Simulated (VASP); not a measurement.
Write the native input for VASP 6.6.1 that does the following.

- Task: relaxation of cell and atoms
- Functional: BLYP
- Dispersion: D4
- Potentials or basis: VASP PAW PBE potentials, release 64 (Au, Cu)
- Cutoff: 600 eV
- k mesh: 7 × 7 × 7
- Occupations: fermi-dirac, width 0.05 eV
- Spin: no spin polarisation
- Further INCAR settings: ALGO = Normal; EDIFF = 1e-06; IBRION = 2; EDIFFG = -0.02; NSW = 60; ISIF = 3

The structure of Cu3Au (Auricupride) lies in POSCAR:

```
Cu3Au
1.0
    3.7400000000      0.0000000000      0.0000000000
    0.0000000000      3.7400000000      0.0000000000
    0.0000000000      0.0000000000      3.7400000000
Au Cu
1 3
Direct
    0.0000000000      0.0000000000      0.0000000000
    0.5000000000      0.5000000000      0.0000000000
    0.5000000000      0.0000000000      0.5000000000
    0.0000000000      0.5000000000      0.5000000000
```

One way to write it, as run:

INCAR

```
SYSTEM = Cu3Au
AGGAC = 1.0 ; AGGAX = 1.0
ALDAC = 0.0 ; ALDAX = 1.0
ALGO = Normal ; EDIFF = 1E-6
EDIFFG = -0.02 ; ENCUT = 600
GGA = B5 ; IBRION = 2
ISIF = 3 ; ISMEAR = -1
IVDW = 13 ; LASPH = .True.
LCHARG = .False. ; LREAL = .False.
LWAVE = .False. ; NELM = 80
NSW = 60 ; PREC = Accurate
SIGMA = 0.05 ; VDW_A1 = 0.44488865
VDW_A2 = 4.0933009 ; VDW_S6 = 1.0
VDW_S8 = 2.34076671
```

KPOINTS

```
k-points
0
Gamma
  7 7 7
  0 0 0
```

Potentials or basis: VASP PAW PBE potentials, release 64 (Au, Cu).

Launch:

```bash
$ cat potpaw_PBE.64/Au/POTCAR potpaw_PBE.64/Cu/POTCAR > POTCAR
$ mpirun -np 1 vasp_std > vasp.out
```

It gave:

| Quantity | Value |
| --- | --- |
| Relaxed volume | 13.24 Å³/atom |
| Relaxed cell | a = 3.755 Å, b = 3.755 Å, c = 3.755 Å, α = 90.00°, β = 90.00°, γ = 90.00° |
| Space group after relaxing (to 0.05 Å) | Pm-3m (No. 221) |
| Energy gained by relaxing | 0.9 meV/atom |
| Ionic steps | 3 |
| Pressure after relaxing | 0.0 GPa |
| Band gap on the k mesh | none (metal or under the smearing width) |
| Dispersion energy per atom | -1.103 eV |

Caveat: the PAW data sets were made with another functional, which shifts forces and pressure a little; pairwise dispersion overbinds metals, which lowers pressure and volume.

Wall time 75 s on 1 thread of Intel(R) Xeon(R) 6975P-C (Granite Rapids), on a shared host, peak memory 0.19 GiB.
